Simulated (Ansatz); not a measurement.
A run of Ansatz 0.2.0:

The input input.yaml:

```yaml
crystal:
  lattice:
    - [2.9003720726, 0.0, 0.0]
    - [-1.4501860363, 2.5117958953, 0.0]
    - [0.0, 0.0, 5.166274]
  atoms:
    - { symbol: Ta, position: [0.330317, 0.672474, 0.242856] }
    - { symbol: Ta, position: [0.6626, 0.32497, 0.759261] }
hamiltonian:
  xc: pbe
  pseudopotentials: { kind: paw }
kpoints:
  mp_grid: { grid: [11, 11, 5] }
scf:
  occupations: { method: fermi_dirac, width: 0.05 }
output:
  forces: true
  stress: true
  eigenvalues: true
  write_density: true
  write_potential: true
  elf: true
  volumetric_format: npy
```

Potentials or basis: Ansatz PAW.

The run is started by

```bash
$ ansatz run input.yaml --threads 2 --pin off --max-ram 5120MiB --backend cpu --events-out ev --progress --plain --runs-dir out
```

Hardware: 2 threads of Intel(R) Xeon(R) Platinum 8259CL CPU @ 2.50GHz (Skylake/Cascade Lake) (shared host).

Problem. How long does it take, and how much memory?

Solution. Run time: 8.8 s on 2 threads of Intel(R) Xeon(R) Platinum 8259CL CPU @ 2.50GHz (Skylake/Cascade Lake), on a shared host, peak memory 0.48 GiB. Counts: scf iterations 6, plane waves 725, k points 303, bands 17.
